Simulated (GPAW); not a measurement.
Runs of GPAW 26.7.0 on Ru. Symmetry: P6_3/mmc, No. 194, hexagonal system. The conventional cell has a = 2.706 Å, b = 2.706 Å, c = 4.282 Å, α = 90.00°, β = 90.00°, γ = 120.00°. Ru (site symmetry -6m2) is surrounded by 12 Ru at 2.65 to 2.71 Å. 

| task | level | potentials or basis | U | cell | k mesh | optimizer | fmax | max steps | eigensolver | band path | gap on the mesh (eV) | pressure (GPa) | relaxed volume (Å³/atom) |
| --- | --- | --- | --- | --- | --- | --- | --- | --- | --- | --- | --- | --- | --- |
| relaxation of cell and atoms | MS2 | GPAW PAW data sets (gpaw-data 1.2.1), pw | - | relaxed | 8 × 8 × 5 | BFGS | 0.01 eV/Å | 100 | - | - | none | 0.1 | 13.33 |
| relaxation of cell and atoms | rSCAN | GPAW PAW data sets (gpaw-data 1.2.1), pw | - | relaxed | 8 × 8 × 5 | FIRE | 0.02 eV/Å | 60 | - | - | none | 0.1 | 13.45 |
| relaxation of cell and atoms | revTPSS+D3(BJ) | GPAW PAW data sets (gpaw-data 1.2.1), pw | - | relaxed | 8 × 8 × 5 | LBFGS | 0.01 eV/Å | 100 | davidson | - | none | 0.0 | (a) |
| band structure | LDA+U | the program's PAW data sets (release 1.2.1) made for this functional, pw | Ru d U = 6 eV | as given | 8 × 8 × 5 | - | - | - | - | GMKGALHA,LM,KH | - | -28.6 | - |
| relaxation of cell and atoms | SCAN+D3(BJ) | GPAW PAW data sets (gpaw-data 1.2.1), pw | - | relaxed to 20 GPa | 8 × 8 × 5 | LBFGS | 0.02 eV/Å | 100 | - | - | none | 20.0 | - |

Alike in all rows: no spin polarisation; cutoff (eV) 600; smearing fermi-dirac 0.05 eV.

Problem. Fill in the values left out.

Solution. (a) 12.96.

Caveats: later steps reuse the first step's grids (some runs); the PAW data sets were made with another functional, which shifts forces and pressure a little (some runs); pairwise dispersion overbinds metals, which lowers pressure and volume (some runs); a pressure of tens of GPa on the cell as given is suspect, and the run, the potentials or the cell itself is likely at fault (some runs); U without spin polarisation on a metal has little footing (some runs); the U is typed as a test and isn't derived for this compound (some runs).

A k mesh can miss the band edges, and the runs leave out spin-orbit coupling on Ru.

A gap of «none» marks a metal or a gap under the smearing width.
